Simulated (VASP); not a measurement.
La2O3: band structure with PBE

The system is La2O3.

```
La O
1.0
     3.93078    0.00000    0.00000
    -1.96539    3.40415    0.00000
     0.00000    0.00000    6.11195
La O
2 3
Direct
  0.33333 0.66667 0.24624
  0.66667 0.33333 0.75376
  0.00000 0.00000 0.00000
  0.33333 0.66667 0.64589
  0.66667 0.33333 0.35411
```

The cell is a database's computed one.

```
Program                : VASP 6.6.1
Task                   : band structure
Functional             : PBE
Potentials or basis    : VASP PAW PBE potentials, release 64 (La, O)
Cutoff                 : 520 eV
k mesh                 : 6 × 6 × 4
Occupations            : gaussian, width 0.02 eV
Spin                   : spin-orbit coupling, no magnetisation
Ladder                 : gaps
Further INCAR settings : ALGO = Normal; EDIFF = 1e-06
```

```yaml
Pressure: 1.6 GPa
Largest_force: 0.011 eV/Å
Valence_electrons_inside_the_program's_atomic_spheres: La 8.61; O 4.94, 5.04
```

Forces on the atoms (eV/Å):
```
La   0.000  0.000 -0.002
La   0.000  0.000  0.002
O    0.000  0.000  0.000
O    0.000  0.000  0.011
O    0.000  0.000 -0.011
```

Stress tensor (GPa, compression positive):
```
1.46 0.00 0.00
0.00 1.46 0.00
0.00 0.00 1.79
```

It took 2.9 min on 4 MPI ranks on Intel(R) Xeon(R) 6975P-C (Granite Rapids) (shared host), peak memory 0.51 GiB a rank.
